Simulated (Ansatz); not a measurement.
Crystal: NaCl.

```xyz
2
Lattice="0.0000 2.7941 2.7941 2.7941 0.0000 2.7941 2.7941 2.7941 0.0000" Properties=species:S:1:pos:R:3 pbc="T T T"
Cl    2.7941    2.7941    2.7941
Na    0.0000    0.0000    0.0000
```

The cell is a database's computed one.

Program: Ansatz 0.2.0. Alike in all runs: task single point; potentials or basis all-electron PAW datasets made for the crystal; no spin polarisation; cell as given; k mesh 6 × 6 × 6; smearing fermi-dirac 0.05 eV.

Problem. Order these runs on this cell by their band gap on the k mesh, lowest first.
A. level HSE06; cutoff (eV) 200
B. level PBEsol; cutoff (eV) 180
C. level PBE0; cutoff (eV) 200

Solution. B (5.04 eV), A (6.60 eV), C (7.32 eV).
